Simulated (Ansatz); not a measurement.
V2O5: Quadrupolar parameters

The cell is a computed structure from the Materials Project (it need not be an observed phase), taken as it stands.

```
V O
1.0
     5.72129    0.00000    0.00000
     0.00000   10.71310    0.00000
     0.00000    0.00000    3.32501
V O
4 10
Direct
  0.70380 0.37164 0.00000
  0.29620 0.62836 0.00000
  0.20380 0.12836 0.00000
  0.79620 0.87164 0.00000
  0.81899 0.40222 0.50000
  0.18101 0.59777 0.50000
  0.31899 0.09778 0.50000
  0.68101 0.90223 0.50000
  0.03071 0.25184 0.00000
  0.96929 0.74816 0.00000
  0.53071 0.24816 0.00000
  0.46929 0.75184 0.00000
  0.50000 0.50000 0.00000
  0.00000 0.00000 0.00000
```

Atom numbers follow the list; atoms alike are taken as one site, whose name carries the number of the first.

Level of theory: DFT, PBE, plane waves and PAW (field gradients read without the response of the frozen cores, which leaves them typically 4 to 6 % off), scalar-relativistic, 420 eV cutoff, Γ-centred 4×2×7 k-points, Fermi–Dirac smearing 0.02 eV (Ansatz 0.2.0).

C_Q = eQV_zz/h, which is 24.18 MHz for Q = 1 b and V_zz = 10²¹ V/m²; η = (V_xx − V_yy)/V_zz. Directions are in the Cartesian axes of the cell vectors above, for the atom listed; none is given where the gradient is under 0.02 or η is above 0.95.

Task: Give the quadrupolar parameters of the distinct sites.

Result: 

```json
{"site": "V", "first atom": "1", "first shell": "4 O at 1.65–1.82 Å; also 1 O at 2.27 Å", "V_zz (10²¹ V/m²)": "6.17", "η": "0.75", "direction of V_zz (x, y, z)": "0.90 -0.43 0.00"}
{"site": "O5", "first atom": "5", "first shell": "2 V at 1.82 Å, angle 132°", "V_zz (10²¹ V/m²)": "4.26", "η": "0.30", "direction of V_zz (x, y, z)": "0.00 0.00 1.00"}
{"site": "O9", "first atom": "9", "first shell": "1 V at 1.65 Å; also 1 V at 2.27 Å", "V_zz (10²¹ V/m²)": "-2.15", "η": "0.94", "direction of V_zz (x, y, z)": "0.00 0.00 1.00"}
{"site": "O13", "first atom": "13", "first shell": "2 V at 1.80 Å, angle 180°", "V_zz (10²¹ V/m²)": "4.90", "η": "0.41", "direction of V_zz (x, y, z)": "-0.60 0.80 0.00"}
```

At O5 V_zz runs parallel to the line that joins its two neighbours (within 1°). At O13 V_zz points along the line of its two bonds (within 4°).

At this cell the PBE pressure is -5 GPa, so with PBE the cell would shrink if it were relaxed. The entry's cell may itself be off. The largest force is 1.2 eV/Å, so the atoms aren't at the calculated equilibrium and relaxing them would move these values. Where η is near 1 the sign of V_zz means little.
